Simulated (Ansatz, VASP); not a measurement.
Sn in VASP and in Ansatz

```xyz
1
Lattice="-1.8947 1.8947 1.8947 1.8947 -1.8947 1.8947 1.8947 1.8947 -1.8947" Properties=species:S:1:pos:R:3 pbc="T T T"
Sn    0.0000    0.0000    0.0000
```

This isn't the form of Sn at room conditions, which is tetragonal (white tin).

Alike in both runs: task single point; functional PBE; dispersion D3(BJ); k mesh 18 × 18 × 18; occupations gaussian, width 0.15 eV; no spin polarisation.

|  | VASP | Ansatz |
| --- | --- | --- |
| version | VASP 6.6.1 | Ansatz 0.2.0 |
| potentials or method | VASP PAW PBE potentials, release 64 (Sn_d) | scalar-relativistic, plane waves, PAW |
| plane-wave cutoff (eV) | 520 | 420 |
| valence electrons in the cell | 14 | 14 |

|  | VASP | Ansatz | Ansatz less VASP |
| --- | --- | --- | --- |
| gap on the k mesh at the Fermi level (eV) | none | none | - |
| pressure (GPa) | -1.4 | -1.3 | +0.05 |

A gap of «none» marks a metal or a gap that the smearing closes. With one functional, cell and mesh, what is left measures potentials, basis and numerics.

Caveats: pairwise dispersion overbinds metals, which lowers pressure and volume.
